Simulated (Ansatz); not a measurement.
**MgSi under changes of volume**

One of the cells (17.355 Å³/atom); the others are scaled copies at fixed shape and fractional positions:

```
Si Mg
1.0
     2.90839    0.00000    0.00000
     0.00000    2.90839    0.00000
     0.00000    0.00000    4.10343
Si Mg
1 1
Cartesian
  1.4542 1.4542 2.0517
  0.0000 0.0000 0.0000
```

The cell comes from a database or a generator and needn't be the stable form of this composition.

* Program: Ansatz 0.2.0
* Functional: PBEsol
* Potentials or basis: Ansatz PAW
* Cutoff: 420 eV (not typed: the program's choice for these potentials)
* k mesh: 9 × 9 × 7
* Occupations: fermi-dirac, width 0.05 eV
* Spin: no spin polarisation

```tsv
volume (Å³/atom)	energy over the lowest point (meV/atom)	pressure (GPa)
16.314	5.13	2.7
16.661	0.96	1.2
17.008	0.00	-0.2
17.355	?	?
17.702	6.51	-2.6
18.049	13.44	-3.7
18.396	22.49	-4.6
```

**Question.** What does the run at 17.355 Å³/atom give?

**Answer.** Energy over the lowest point 1.94 meV/atom; pressure -1.5 GPa.

Worked out: A Birch-Murnaghan fit of order 3 (a polynomial in V^(-2/3)) to the other rows has its minimum at 16.94 Å³/atom with B0 = V·E''(V) = 67 GPa and B' = 4.1 at fixed shape and positions, which overstates the stiffness. It gives 1.95 meV/atom at 17.355 Å³/atom, against the run's 1.94, and -dE/dV = -1.5 GPa, against -1.5.

Energies are extrapolated to zero smearing.

Caveats: the PAW data sets come from PBE, with cores solved anew for the run's functional, which leaves a small shift of forces and pressure.
